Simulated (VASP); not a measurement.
## Al under changes of volume

One of the cells (20.566 Å³/atom); the others are scaled copies at fixed shape and fractional positions:

```xyz
1
Lattice="2.7398 0.0000 0.0000 0.0000 2.7398 0.0000 0.0000 0.0000 2.7398" Properties=species:S:1:pos:R:3 pbc="T T T"
Al    0.0000    0.0000    0.0000
```

The cell was built by a generator and needn't be a form met in nature.

```yaml
Program: VASP 6.6.1
Functional: PBE
Potentials_or_basis: VASP PAW PBE potentials, release 64 (Al)
Cutoff: 520 eV
k_mesh: 10 × 10 × 10
Occupations: fermi-dirac, width 0.05 eV
Spin: no spin polarisation
```

| volume (Å³/atom) | energy over the lowest point (meV/atom) | pressure (GPa) |
| --- | --- | --- |
| 18.953 | 16.20 | 4.2 |
| 19.356 | ? | ? |
| 19.759 | 1.95 | 1.5 |
| 20.566 | 0.00 | -0.8 |
| 20.969 | 3.27 | -1.8 |
| 21.373 | 9.03 | -2.7 |

Problem. What does the run at 19.356 Å³/atom give?

Solution. Energy over the lowest point 7.42 meV/atom; pressure 2.8 GPa.

Worked out: A Birch-Murnaghan fit of order 3 (a polynomial in V^(-2/3)) to the other rows has its minimum at 20.29 Å³/atom with B0 = V·E''(V) = 57 GPa (rough, since the energies scatter). It gives 7.44 meV/atom at 19.356 Å³/atom, against the run's 7.42, and -dE/dV = 2.8 GPa, against 2.8.

Energies are extrapolated to zero smearing.
